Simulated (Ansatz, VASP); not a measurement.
## B7P in VASP and in Ansatz

```xyz
8
Lattice="3.6672 0.0000 0.0000 -1.8336 3.1759 0.0000 0.0000 0.0000 7.3453" Properties=species:S:1:pos:R:3 pbc="T T T"
B     1.8336    0.0000    0.0000
B    -0.9168    1.5880    0.0000
B     0.9168    1.5880    0.0000
B     1.8336    0.0000    3.6726
B    -0.9168    1.5880    3.6726
B     0.9168    1.5880    3.6726
B     0.0000    0.0000    3.6726
P     0.0000    0.0000    0.0000
```

Alike in both runs: functional PBE; k mesh 6 × 6 × 4; occupations gaussian, width 0.1 eV; no spin polarisation.

Ansatz relaxed the structure, and its values are those at the end. VASP's run is a single point on that final structure, the one shown.

|  | VASP | Ansatz |
| --- | --- | --- |
| version | VASP 6.6.1 | Ansatz 0.2.0 |
| potentials or method | VASP PAW PBE potentials, release 64 (B, P) | scalar-relativistic, plane waves, PAW |
| plane-wave cutoff (eV) | 520 | 420 |
| valence electrons in the cell | 26 | 26 |

```csv
,VASP,Ansatz,Ansatz less VASP
gap on the k mesh at the Fermi level (eV),none,none,-
pressure (GPa),-0.2,0.1,+0.28
```

A gap of «none» marks a metal or a gap that the smearing closes.

Caveats: this functional lacks dispersion, which binds the layers, so the pressure and a relaxed spacing across them are unreliable.
